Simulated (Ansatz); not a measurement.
Input of an Ansatz 0.2.0 run:

File input.yaml:

```yaml
crystal:
  lattice:
    - [0.0, 3.018, 3.018]
    - [3.018, 0.0, 3.018]
    - [3.018, 3.018, 0.0]
  atoms:
    - { symbol: In, position: [0.0, 0.0, 0.0] }
    - { symbol: As, position: [0.75, 0.75, 0.75] }
hamiltonian:
  xc: { exchange: slater, correlation: vwn5 }
  pseudopotentials: { kind: paw }
kpoints:
  mp_grid: { grid: [8, 8, 8] }
  band_path:
    path:
      - [[0.0, 0.0, 0.0], [0.5, 0.0, 0.5], [0.5, 0.25, 0.75], [0.375, 0.375, 0.75], [0.0, 0.0, 0.0], [0.5, 0.5, 0.5], [0.625, 0.25, 0.625], [0.5, 0.25, 0.75], [0.5, 0.5, 0.5], [0.375, 0.375, 0.75]]
      - [[0.625, 0.25, 0.625], [0.5, 0.0, 0.5]]
    npoints: 14
scf:
  occupations: { method: fermi_dirac, width: 0.05 }
  n_extra_bands: 6
output:
  forces: true
  stress: true
  eigenvalues: true
  fatbands: true
```

Potentials or basis: Ansatz PAW.

Run with:

```bash
$ ansatz run input.yaml --threads 2 --pin off --max-ram 5120MiB --backend cpu --events-out ev --progress --plain --runs-dir out
```

(1) Estimate the band gap on the k mesh.

(2) Estimate the pressure.

Results:

(1) none (metal or under the smearing width).

(2) -0.3 GPa.

Caveat: spin-orbit coupling is left out, which moves the levels of the heavy elements; the PAW data sets come from PBE, with cores solved anew for the run's functional, which leaves a small shift of forces and pressure; this crystal is a semiconductor, whose small gap the functional closes, so the metal is an error of the method.

**The experiment to reproduce.**

From a printed reference work, data compilation, for a bulk crystal of InAs at 4.2 K: band gap 0.418 eV (direct).

Against the measured gap of InAs, 0.418 eV (direct; 4.2 K; a printed reference work, data compilation), the calculated 0.00 eV is off by -0.42 eV. Spin-orbit coupling on As, In is left out. The value is that of SVWN5 on a finite k mesh, which can miss the band edges, without temperature or zero-point motion.
